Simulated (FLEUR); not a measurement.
# C: band structure with revPBE

C:

```
C
1.0
     2.52210    0.00000    0.00000
    -1.26105    2.18420    0.00000
     0.00000    0.00000   12.35570
C
12
Direct
  0.66667 0.33333 0.35417
  0.33333 0.66667 0.85417
  0.66667 0.33333 0.14583
  0.33333 0.66667 0.64583
  0.66667 0.33333 0.47917
  0.33333 0.66667 0.97917
  0.66667 0.33333 0.02083
  0.33333 0.66667 0.52083
  0.00000 0.00000 0.81250
  0.00000 0.00000 0.31250
  0.00000 0.00000 0.68750
  0.00000 0.00000 0.18750
```

This is a hexagonal form of diamond, not graphite.

```yaml
Program: FLEUR MaX-R8.1 (later development tree)
Task: band structure
Functional: revPBE
Potentials_or_basis: all-electron
Basis: FLAPW
Kmax: 5.19 1/bohr
k_mesh: 12 × 12 × 3
Occupations: fermi-dirac, width 0.05 eV
Spin: no spin polarisation
Gmax: 16.1 1/bohr
Muffin-tin_radii: C 1.35 bohr
lmax: C 8
Local_orbitals_a_species: C 3
Max_iterations: 60
Mixing_factor: 0.05
Mixer: Anderson
Mixer_history: 15
Density_convergence: 1e-05 me/bohr^3
```

| Property | Result |
| --- | --- |
| Band gap on the k mesh | 4.38 eV, indirect (least direct gap 5.31 eV) |
| Band gap along the path | 4.36 eV, indirect (least direct gap 5.31 eV) |
| Valence electrons inside the program's atomic spheres | C 2.09 (radii C 1.35 bohr) |

Levels at the corners of the path, in eV from the valence-band top:
```csv
point,band 20,band 21,band 22,band 23,band 24,band 25,band 26,band 27,band 28,band 29
Γ,-0.99,-0.99,-0.15,0.00,0.00,5.31,5.31,5.68,6.39,6.39
M,-4.33,-4.07,-4.06,-3.64,-2.89,4.53,5.10,5.26,5.63,6.84
K,-6.26,-6.05,-4.80,-4.55,-4.55,5.62,5.62,6.27,8.74,9.63
Γ,-0.99,-0.99,-0.15,0.00,0.00,5.31,5.31,5.68,6.39,6.39
A,-1.34,-0.33,-0.33,-0.33,-0.33,5.71,5.71,5.71,5.71,6.29
L,-4.98,-3.77,-3.77,-3.24,-3.24,4.70,4.70,5.89,5.89,6.01
H,-5.81,-5.33,-5.33,-4.78,-4.78,5.87,5.87,7.13,7.13,8.26
A,-1.34,-0.33,-0.33,-0.33,-0.33,5.71,5.71,5.71,5.71,6.29
L,-4.98,-3.77,-3.77,-3.24,-3.24,4.70,4.70,5.89,5.89,6.01
M,-4.33,-4.07,-4.06,-3.64,-2.89,4.53,5.10,5.26,5.63,6.84
K,-6.26,-6.05,-4.80,-4.55,-4.55,5.62,5.62,6.27,8.74,9.63
H,-5.81,-5.33,-5.33,-4.78,-4.78,5.87,5.87,7.13,7.13,8.26
```

Core levels (eV from the Fermi level):
| atom | levels |
| --- | --- |
| 1 C | 1s1/2 -266.2 |
| 2 C | 1s1/2 -266.2 |
| 3 C | 1s1/2 -266.2 |
| 4 C | 1s1/2 -266.2 |
| 5 C | 1s1/2 -266.2 |
| 6 C | 1s1/2 -266.2 |

Wall time 7.8 min on 1 thread of Arm Neoverse V2 (shared host), peak memory 0.12 GiB.

As with any semilocal functional, this revPBE gap is likely too small.
